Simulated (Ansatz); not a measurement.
# SrO: the cost of one run

All numbers below are computed with Ansatz 0.2.0 (DFT PBEsol, scalar-relativistic, plane waves, PAW).

4 further runs of the same task are left out: 4 set aside as unsound or not needed.

**1. The structure to begin with**

The cell holds 32 atoms (O16Sr15Tm): a = 8.872 Å, b = 8.872 Å, c = 8.872 Å, α = 109.47°, β = 109.47°, γ = 109.47°.

The coordinates of this cell stand in the input of its own run.

The host was relaxed before at PBEsol: a = 5.122 Å, b = 5.122 Å, c = 5.122 Å, α = 90.00°, β = 90.00°, γ = 90.00° (conventional cell), 16.801 Å³/atom.

Places, in fractions of the supercell: Tm in place of Sr at (0.250, 0.500, 0.750). The start keeps the symmetry of the ideal site.

**2. Band edges of the host over the zone**

File input.yaml:

```yaml
crystal:
  lattice:
    - [0.0, 2.5612195192, 2.5612195192]
    - [2.5612195192, 0.0, 2.5612195192]
    - [2.5612195192, 2.5612195192, 0.0]
  atoms:
    - { symbol: Sr, position: [0.5, 0.5, 0.5] }
    - { symbol: O, position: [0.0, 0.0, 0.0] }
basis:
  ecutwfc: 420
  xc_grid: 2
kpoints:
  mp_grid: { grid: [8, 8, 8] }
  band_path: { path: [VBM, CBM], npoints: 2 }
hamiltonian:
  xc: pbesol
scf:
  occupations: { method: gaussian, width: 0.02 }
output:
  forces: true
  stress: true
  eigenvalues: true
```

Launch:

```
ansatz run input.yaml --threads 8 --pin off --max-ram 14336MiB --backend cpu --events-out ev --progress --plain --runs-dir out
```

What time and memory should one allow on 8 threads of Intel Xeon at 2.50GHz (Skylake/Cascade Lake), shared host?

About 5.7 s, with a peak of 0.32 GiB.
